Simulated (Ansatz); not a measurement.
**Cu2O (Cuprite) in Ansatz: convergence with k mesh**

Input of the first run (k mesh 2 × 2 × 2); the others differ in this setting and in those tied to it:

input.yaml

```yaml
crystal:
  lattice:
    - [4.26, 0.0, 0.0]
    - [0.0, 4.26, 0.0]
    - [0.0, 0.0, 4.26]
  atoms:
    - { symbol: Cu, position: [0.75, 0.25, 0.75] }
    - { symbol: Cu, position: [0.75, 0.75, 0.25] }
    - { symbol: Cu, position: [0.25, 0.75, 0.75] }
    - { symbol: Cu, position: [0.25, 0.25, 0.25] }
    - { symbol: O, position: [0.5, 0.5, 0.5] }
    - { symbol: O, position: [0.0, 0.0, 0.0] }
hamiltonian:
  xc: pbe
  pseudopotentials: { kind: nc, accuracy: standard }
  hubbard: { sites: [{ species: Cu, l: d, u_eff: 5.0 }] }
kpoints:
  mp_grid: { grid: [2, 2, 2] }
scf:
  occupations: { method: methfessel_paxton, width: 0.1 }
output:
  forces: true
  stress: true
  eigenvalues: true
```

Potentials or basis: PseudoDojo standard (PBE files).

Command:

```sh
$ ansatz run input.yaml --threads 2 --pin off --max-ram 5632MiB --backend cpu --events-out ev --progress --plain --runs-dir out
```

Hardware: 2 threads of Intel(R) Xeon(R) Processor @ 2.50GHz (Skylake/Cascade Lake), with other jobs on the host.

**Question.** The values tried are 2 × 2 × 2, 3 × 3 × 3, 4 × 4 × 4, 5 × 5 × 5, 6 × 6 × 6, 7 × 7 × 7, 9 × 9 × 9, 10 × 10 × 10, loosest first. From which on does the energy stay within 1 meV/atom of the tightest run that finished?

**Answer.** From 5 × 5 × 5 on.

```
      k mesh  energy less the tightest run, at zero smearing (meV/atom)  pressure (GPa)  SCF cycles  CPU time (s)  peak memory (GiB)
   2 × 2 × 2                                                      57.55            8.18           8           9.2               0.55
   3 × 3 × 3                                                       4.05            6.67           8            10               0.56
   4 × 4 × 4                                                       1.09            6.55           8            21               0.64
   5 × 5 × 5                                                       0.23            6.49           8            21               0.64
   6 × 6 × 6                                                       0.08            6.48           8            40               0.83
   7 × 7 × 7                                                       0.02            6.47           8            40               0.83
   9 × 9 × 9                                                       0.00            6.47           8            69                1.1
10 × 10 × 10                                                       0.00            6.47           8           110                1.5
```

Against the tightest run, the pressure stays within 0.1 GPa from 4 × 4 × 4 on. Meshes of other sizes hit other points, so gaps and Fermi surfaces needn't settle smoothly. The tightest run that finished is the yardstick and may itself not be fully converged.
